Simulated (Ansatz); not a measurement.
Base system: ZnTe in the zinc blende structure (space group F-43m, No. 216; a = 6.179 Å). Axes: x, y, z lie along the cube axes.

All numbers come from PBE/PAW in Ansatz (a quantum-chemistry and plane-wave program), no spin-orbit coupling.

Base values:

The valley order is Γ 1.08 eV; L along ⟨111⟩ 1.74 eV; a point along ⟨100⟩, about 0.9 Å⁻¹ from Γ 2.28 eV. The electron mass comes out as 0.077 mₑ (at Γ).

Perturbation: biaxial strain −4.32 %, plane normal [111], relaxed out of plane (Cartesian); in-plane vectors clamped, the third vector and the atoms free.

### Question
What happens to the valley order?

### Answer
The valley order (the lowest conduction-band minima on the path, energy above the VBM, named in the base's zone) changes from Γ 1.08 eV; L along ⟨111⟩ 1.74 eV; a point along ⟨100⟩, about 0.9 Å⁻¹ from Γ 2.28 eV to Γ 1.08 eV; L along [1-11] 1.43 eV; X along [100] 1.78 eV; L along [111] 2.23 eV.

### Question
Estimate the effect on the out-of-plane strain.

### Answer
The out-of-plane strain comes out as +2.60 %.

### Question
Estimate the effect on the electron mass.

### Answer
The electron mass becomes 0.074 mₑ along k, 0.100 mₑ across (at Γ) (base: 0.077 mₑ (at Γ)).

Spin-orbit coupling, missing from the scalar runs, can matter with Te. The levels and masses belong to the bands next to the band gap. Masses are band curvatures over ±0.01 Å⁻¹ around the edge. Along k means along the line from Γ to the band edge. Stability against distortions was not tested.
